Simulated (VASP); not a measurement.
Output of a VASP run:

**OSZICAR**
```
       N       E                     dE             d eps       ncg     rms          rms(c)
DAV:   1     0.210694506843E+03    0.21069E+03   -0.18065E+04  1240   0.148E+03
DAV:   2    -0.220501587706E+02   -0.23274E+03   -0.22624E+03  1616   0.337E+02
DAV:   3    -0.326140437841E+02   -0.10564E+02   -0.10529E+02  1400   0.754E+01
DAV:   4    -0.326864860255E+02   -0.72442E-01   -0.72425E-01  1376   0.723E+00
DAV:   5    -0.326869524845E+02   -0.46646E-03   -0.46645E-03  1380   0.591E-01    0.102E+01
DAV:   6    -0.299670413952E+02    0.27199E+01   -0.11745E+01  1392   0.261E+01    0.315E+00
DAV:   7    -0.300194240016E+02   -0.52383E-01   -0.13038E-01  1276   0.273E+00    0.198E+00
DAV:   8    -0.300842994898E+02   -0.64875E-01   -0.93293E-02  1352   0.333E+00    0.192E-01
DAV:   9    -0.300868940214E+02   -0.25945E-02   -0.61887E-03  1396   0.604E-01    0.859E-02
DAV:  10    -0.300873274378E+02   -0.43342E-03   -0.52270E-04  1356   0.200E-01    0.226E-02
DAV:  11    -0.300873388342E+02   -0.11396E-04   -0.13280E-04  1388   0.921E-02    0.206E-02
DAV:  12    -0.300873359590E+02    0.28752E-05   -0.61452E-05  1356   0.622E-02    0.442E-03
DAV:  13    -0.300873357300E+02    0.22908E-06   -0.19243E-06  1356   0.116E-02    0.299E-04
DAV:  14    -0.300873357403E+02   -0.10381E-07   -0.23546E-08   852   0.142E-03
   1 F= -.30087336E+02 E0= -.30087336E+02  d E =0.000000E+00
```

File OUTCAR:
```
------------------------ aborting loop because EDIFF is reached ----------------------------------------
  FORCE on cell =-STRESS in cart. coord.  units (eV):
  Direction    XX          YY          ZZ          XY          YZ          ZX
  --------------------------------------------------------------------------------------
  Total        0.0031182      0.0031182     -0.0907623      0.0000000      0.0000000      0.0000000
  in kB        0.0711885      0.0711885     -2.0721028      0.0000000      0.0000000      0.0000000
  external PRESSURE =      -0.6432420 kB  Pullay stress =       0.0000000 kB
  volume of cell :       70.18
      direct lattice vectors                 reciprocal lattice vectors
     4.742932519  0.000000000  0.000000000     0.210840023  0.000000000  0.000000000
     0.000000000  4.742932519  0.000000000     0.000000000  0.210840023  0.000000000
     0.000000000  0.000000000  3.119684553     0.000000000  0.000000000  0.320545229
 POSITION                                       TOTAL-FORCE (eV/Angst)
 -----------------------------------------------------------------------------------
      0.00000      0.00000      0.00000        -0.000000      0.000000      0.000000
      2.37147      2.37147      1.55984        -0.000000      0.000000      0.000000
      1.43985      1.43985      0.00000         0.012355      0.012355     -0.000000
      3.81132      0.93162      1.55984         0.012355     -0.012355      0.000000
      0.93162      3.81132      1.55984        -0.012355      0.012355     -0.000000
      3.30308      3.30308      0.00000        -0.012355     -0.012355      0.000000
 -----------------------------------------------------------------------------------
    total drift:                                0.000000     -0.000000      0.000000
  FREE ENERGIE OF THE ION-ELECTRON SYSTEM (eV)
  ---------------------------------------------------
  free  energy   TOTEN  =       -30.0873357403 eV

  energy  without entropy=      -30.0873357403  energy(sigma->0) =      -30.08733574

 total charge

# of ion       s       p       d       tot
------------------------------------------
    1        0.112   0.135   0.063   0.310
    2        0.112   0.135   0.063   0.310
    3        1.733   4.426   0.000   6.159
    4        1.733   4.426   0.000   6.159
    5        1.733   4.426   0.000   6.159
    6        1.733   4.426   0.000   6.159
--------------------------------------------------
tot          7.155  17.974   0.127  25.256

 Electric field gradients after diagonalization (V/A^2)
 (convention: |V_zz| > |V_xx| > |V_yy|)
----------------------------------------------------------------------
 ion       V_xx      V_yy      V_zz     asymmetry (V_yy - V_xx)/ V_zz
----------------------------------------------------------------------
   1      -4.972    -0.287     5.259       0.891
   2      -4.972    -0.287     5.259       0.891
   3      36.178    16.495   -52.674       0.374
   4      36.178    16.495   -52.674       0.374
   5      36.178    16.495   -52.674       0.374
   6      36.178    16.495   -52.674       0.374
```
(Selected blocks of OUTCAR.)

**POSCAR**
```
MgF2
1
    4.7429325188     0.0000000000     0.0000000000
    0.0000000000     4.7429325188     0.0000000000
    0.0000000000     0.0000000000     3.1196845529
Mg F
2 4
Direct
  1.0000000000   0.0000000000   0.0000000000
  0.5000000000   0.5000000000   0.5000000000
  0.3035778638   0.3035778638   0.0000000000
  0.8035778638   0.1964221362   0.5000000000
  0.1964221362   0.8035778638   0.5000000000
  0.6964221362   0.6964221362   0.0000000000
```

Q: Write an INCAR and KPOINTS that could have produced this output.

A: One answer among several that fit: the input of the run itself, revPBE GGA, plane waves, VASP's PBE PAW potentials (set 64).

**INCAR**
```
SYSTEM = MgF2
PREC = Accurate; ENCUT = 520; LREAL = .FALSE.
LASPH = .TRUE.
EDIFF = 1E-7; NELM = 100; ALGO = Normal
ISMEAR = -5
GGA = RE
ISIF = 2
LWAVE = .FALSE.; LCHARG = .TRUE.; LORBIT = 11
NEDOS = 601
LEFG = .TRUE.
```

File KPOINTS:
```
Automatic mesh
0
gamma
5 5 8
```

POTCAR, in this order: Mg F (PBE.64 set). Program: vasp_std.

The compound is MgF2 in the rutile structure. It was relaxed first, which changed the volume by +8 %.
